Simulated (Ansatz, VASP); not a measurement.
## Au in VASP and in Ansatz

```xyz
1
Lattice="0.0000 2.0455 2.0455 2.0455 0.0000 2.0455 2.0455 2.0455 0.0000" Properties=species:S:1:pos:R:3 pbc="T T T"
Au    0.0000    0.0000    0.0000
```

Alike in both runs: task relaxation of cell and atoms; functional LDA; k mesh 18 × 18 × 18; occupations gaussian, width 0.1 eV; no spin polarisation.

|  | VASP | Ansatz |
| --- | --- | --- |
| version | VASP 6.6.1 | Ansatz 0.2.0 |
| potentials or method | VASP PAW LDA potentials, release 64 (Au) | scalar-relativistic, plane waves, PAW |
| plane-wave cutoff (eV) | 600 | 420 |
| valence electrons in the cell | 11 | 19 |

VASP gave:

| Item | Value |
| --- | --- |
| gap on the k mesh at the Fermi level, each at its own relaxed structure (eV) | none |
| relaxed volume (Å³/atom) | 16.64 |
| relaxed cell length with the largest relative difference (Å) | 2.865 |
| energy change over the relaxation (meV/atom) | -8 |

Question: Which values does Ansatz return?

Answer: gap on the k mesh at the Fermi level, each at its own relaxed structure (eV): none; relaxed volume (Å³/atom): 16.59; relaxed cell length with the largest relative difference (Å): 2.863; energy change over the relaxation (meV/atom): -10.

A gap of «none» marks a metal or a gap that the smearing closes. The two sets of potentials don't hold the same shells in valence.

Spin-orbit coupling is left out, which matters for the levels of Au. Zero-point motion and thermal expansion aren't in these numbers. LDA usually gives volumes a few per cent too small.
